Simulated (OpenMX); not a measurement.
Crystal: GaAs.

```
Ga As
1.0
    -1.88077    1.88077    3.02585
     1.88077   -1.88077    3.02585
     1.88077    1.88077   -3.02585
Ga As
1 1
Direct
  0.00000 0.00000 0.00000
  0.50000 0.50000 0.00000
```

The cell was built by a generator and needn't be a form met in nature.

The cell isn't the ideal one: as made, not relaxed: species swapped into the TlF type (I4/mmm, No. 139).

```yaml
Program: OpenMX 3.8.5
Task: relaxation of cell and atoms
Functional: PBE
Potentials_or_basis: OpenMX 2013 PBE set, Ga7.0-s2p2d1, As7.0-s3p2d1, grid cutoff 500 Ry
k_mesh: 7 × 7 × 7
Occupations: fermi-dirac, width 0.05 eV
Spin: no spin polarisation
```

At the start: pressure 0.5 GPa; volume 21.41 Å³/atom.

Question: How do energy, volume and symmetry change on relaxing?

Answer: Over 27 steps the energy falls by 76.3 meV/atom and the volume is 20.68 Å³/atom (-3.4 %); space group Immm (No. 71, to 0.05 Å).

Step by step:
```csv
step,energy change (eV),largest force (eV/Å),pressure (GPa),volume (Å³)
1,0.0000,0.0000,0.54,42.81
2,-0.0079,0.0000,0.29,42.92
3,-0.0152,0.0000,0.08,43.00
4,-0.0220,0.0000,-0.11,43.07
5,-0.0284,0.0000,-0.27,43.12
6,-0.0527,0.0000,-0.61,43.13
7,-0.1248,0.0000,-1.85,42.98
8,-0.1222,0.0007,-0.54,42.21
9,-0.1155,0.0005,-0.44,42.24
10,-0.1514,0.0075,0.41,41.20
11,-0.1430,0.0067,1.46,40.58
12,-0.1503,0.0086,0.15,41.30
13,-0.1512,0.0251,-0.42,41.67
14,-0.1518,0.0448,-0.06,41.44
15,-0.1519,0.0539,-0.01,41.41
16,-0.1521,0.0383,-0.05,41.43
17,-0.1520,0.0352,0.10,41.35
18,-0.1520,0.0325,-0.10,41.46
19,-0.1521,0.0298,-0.07,41.44
20,-0.1522,0.0315,0.00,41.39
21,-0.1524,0.0495,0.08,41.35
22,-0.1525,0.0221,0.00,41.38
23,-0.1524,0.0206,0.03,41.37
24,-0.1525,0.0271,-0.01,41.39
25,-0.1525,0.0242,0.01,41.37
26,-0.1526,0.0253,-0.01,41.38
27,-0.1526,0.0190,0.02,41.37
```

Final structure:
```
CELL_PARAMETERS angstrom
-1.90346 1.95040 2.77091
1.95042 -1.90348 2.77094
1.91167 1.91167 -2.98551
ATOMIC_POSITIONS crystal
Ga 0.00029 0.00030 0.00121
As 0.50038 0.50029 0.00009
```

Caveat: the basis has few d functions beyond the semicore shells, which can make volumes several per cent too large; volumes in these bases differ from converged ones by about 1 %, for some elements by several; the energies along the path lack the entropy term of the smearing; the basis of atomic orbitals isn't converged, which shifts pressures, moduli and gaps.
